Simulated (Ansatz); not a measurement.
I need a check of forces and pressure against finite differences of TaN (distorted cell). Use the Python package of Ansatz (0.2.0). Use (first run): PBE, PAW, cutoff 540 eV, 8×8×8 k-points, cold smearing of 0.1 eV.

```
Ta N
1.0
    -0.03779    2.16275    2.18075
     2.05051   -0.01176    2.15472
     2.08169    2.16791   -0.04295
Ta N
1 1
Direct
  0.43074 0.49782 0.51159
  0.01274 0.92798 0.07791
```

`fdcheck.py`:
```python
"""Do the forces of TaN match the slope of the free energy, distorted."""

import warnings

import ansatz
import numpy as np

VECTORS = np.array([
    [-0.03779, 2.16275, 2.18075],
    [2.05051, -0.01176, 2.15472],
    [2.08169, 2.16791, -0.04295],
])
SITES = [
    ("Ta", (0.43074, 0.49782, 0.51159)),
    ("N", (0.01274, 0.92798, 0.07791)),
]


def on_lattice(cell):
    crystal = ansatz.Crystal(lattice=ansatz.Lattice.of(cell))
    for symbol, position in SITES:
        crystal = crystal.atom(symbol, position)
    return crystal

warnings.simplefilter("ignore", ansatz.DeckWarning)

def solve(crystal):
    return (
        crystal.calculation()
        .occupations("cold", width=0.1)
        .functional("pbe")
        .basis(540, xc_grid=2)
        .kpoints(8, 8, 8)
        .scf(tolerance=1e-09)
        .forces()
        .stress()
        .run(threads=1)
    ).report


centre = solve(on_lattice(VECTORS))
start = on_lattice(VECTORS)
# move one atom both ways along a Cartesian axis
print(f"force on atom 1 along x: analytic {centre['forces_ev_ang'][1][0]:.4f} eV/A")
for h in (0.004, 0.016):
    shift = np.eye(3)[0] * h @ np.linalg.inv(VECTORS)
    plus, minus = (solve(start.move(1, to=np.array(SITES[1][1]) + sign * shift))["lagrangian_ev"] for sign in (1, -1))
    print(f"  step {h} A: numerical {-(plus - minus) / (2 * h):.4f} eV/A")
# P = -dF/dV; the difference feels the change of the plane-wave count with the cell
volume = abs(np.linalg.det(VECTORS))
larger, smaller = (solve(on_lattice(VECTORS * (1 + sign * 0.005) ** (1 / 3)))["lagrangian_ev"] for sign in (1, -1))
numerical = -(larger - smaller) / (0.01 * volume) * 160.21766
print(f"pressure: analytic {np.trace(centre['stress_gpa']) / 3:.3f}, numerical {numerical:.3f} GPa")
```

```console
$ python fdcheck.py
force on atom 1 along x: analytic 0.1457 eV/A
  step 0.004 A: numerical 0.1456 eV/A
  step 0.016 A: numerical 0.1428 eV/A
pressure: analytic 55.966, numerical 55.976 GPa
```

The run is spin-unpolarised. The mesh is modest for a metal, so energies can be off by several to tens of meV an atom and pressures by half a GPa or more; differences at equal mesh fare better. The program warned that this SCF threshold is loose for forces or stresses. Pressure is positive in compression. Spin-orbit coupling, which matters for elements this heavy, is left out. The cell is a database structure, distorted on purpose. The central difference errs as the square of the step, so the shorter step is the fairer test; what remains comes from the finite grid and the SCF threshold. The script silences the warnings on its input, which a real study should read. Run time: 40 s on 1 thread of Intel(R) Xeon(R) Processor @ 2.30GHz, with other jobs on the host, peak memory 0.59 GiB.
